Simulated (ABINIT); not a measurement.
Input of an ABINIT 10.8.3 (patched build) run:

File run.abi:

```
# Pseudopotentials
pp_dirpath "./"
pseudos "Si.upf"

# Structure
acell 3.6074588965 3.6074588965 3.6074588965 Angstrom
rprim
    -0.6573525500     0.6573525500     0.3684769329
     0.6573525500    -0.6573525500     0.3684769329
     0.6573525500     0.6573525500    -0.3684769329
ntypat 1
znucl 14
natom 2
typat 1 1
xred
     0.5000000000     0.5000000000     0.0000000000
     0.2500000000     0.7500000000     0.5000000000

# Plane-wave basis
ecut 14.0

# k points
kptopt 1
ngkpt 8 8 8
nshiftk 1
shiftk 0.0 0.0 0.0

# Exchange and correlation
ixc 11

# Bands and occupations
nband 8
occopt 3
tsmear 0.05 eV

# SCF cycle
nstep 100
tolvrs 1.0e-10

# Output
iomode 3
prtwf 0
prteig 0
prtebands 0
enunit 2
prtden 1
prtvha 1
prtvclmb 1
prtpot 1
prtelf 1
```

Potentials or basis: PseudoDojo NC SR PBE v0.4.1 standard.

The run is started by

```sh
$ mpirun --bind-to none -np 4 abinit run.abi > log 2>&1
```

Task: What does it give for the band gap on the k mesh?

Result: None (metal or under the smearing width).

Task: What does it give for the pressure?

Result: 3.4 GPa.

Stress tensor (GPa, compression positive):
```
3.13 0.00 0.00
0.00 3.13 0.00
0.00 0.00 3.80
```
